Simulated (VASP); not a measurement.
Wanted: the native input for a VASP 6.6.1 run.

```
Task                   : band structure
Functional             : PBE
Potentials or basis    : VASP PAW PBE potentials, release 64 (Zn, Cu, Sn_d, Se)
Cutoff                 : 520 eV
k mesh                 : 10 × 10 × 10
Occupations            : methfessel-paxton, width 0.1 eV
Spin                   : no spin polarisation
Further INCAR settings : ALGO = Fast; EDIFF = 1e-06; NBANDS = 46
```

The structure of ZnCu2SnSe4 lies in POSCAR:

```
ZnCu2SnSe4                              
1.0
   -2.8863189681      2.8863189534      5.7614607850
    2.8863189681     -2.8863189534      5.7614607850
    2.8863189534      2.8863189681     -5.7614607850
  Zn              Cu              Sn              Se            
     1     2     1     4
Direct
     0.7500000000000000    0.2500000000000000    0.5000000000000000
     0.2500000000000000    0.7500000000000000    0.5000000000000000
     1.0000000000000000    0.0000000000000000    0.0000000000000000
     0.5000000000000000    0.5000000000000000    0.0000000000000000
     0.6291474910590471    0.6383407347545856    0.5278295461131632
     0.1105111886414224    0.1013179449458839    0.4721704538868367
     0.8986820550541161    0.3708525089409528    0.0091932436955385
     0.3616592652454144    0.8894888113585776    0.9908067563044615
```

The cell comes from a database or a generator and needn't be the stable form of this composition.

The input as run:

INCAR

```
SYSTEM = ZnCu2SnSe4
PREC = Accurate
ENCUT = 520
EDIFF = 1E-6
ISMEAR = 1
SIGMA = 0.1
LREAL = .False.
LASPH = .True.
NELM = 80
ALGO = Fast
ISIF = 2
LWAVE = .False.
LCHARG = .False.
LMAXMIX = 4
GGA = PE
NBANDS = 46
ICORELEVEL = 1
KPAR = 4
```

KPOINTS

```
Automatic mesh
0
Gamma
  10 10 10
  0 0 0
```

KPOINTS_OPT

```
explicit points
173
Reciprocal
 0.0000000000  0.0000000000  0.0000000000 1
 0.0000000000  0.0000000000  0.0357142857 1
 0.0000000000  0.0000000000  0.0714285714 1
 0.0000000000  0.0000000000  0.1071428571 1
 0.0000000000  0.0000000000  0.1428571429 1
 0.0000000000  0.0000000000  0.1785714286 1
[... 165 lines left out ...]
-0.1263732601  0.1263732601  0.5000000000 1
 0.5000000000  0.5000000000 -0.1263732601 1
```

Potentials or basis: VASP PAW PBE potentials, release 64 (Zn, Cu, Sn_d, Se).

Launch:

```sh
$ cat potpaw_PBE.64/Zn/POTCAR potpaw_PBE.64/Cu/POTCAR potpaw_PBE.64/Sn_d/POTCAR potpaw_PBE.64/Se/POTCAR > POTCAR
$ mpirun -np 4 vasp_std > vasp.out
```

Results of the run:

| Item | Value |
| --- | --- |
| Pressure | 0.0 GPa |
| Largest force | 0.004 eV/Å |
| Band gap on the k mesh | 0.04 eV, direct |
| Band gap along the path | 0.01 eV, indirect (least direct gap 0.04 eV) |

Caveat: spin-orbit coupling is left out, which moves the levels of the heavy elements.

It took 12 min on 4 MPI ranks on AMD EPYC 9R45 (Zen 5) (shared host), peak memory 1.7 GiB a rank.
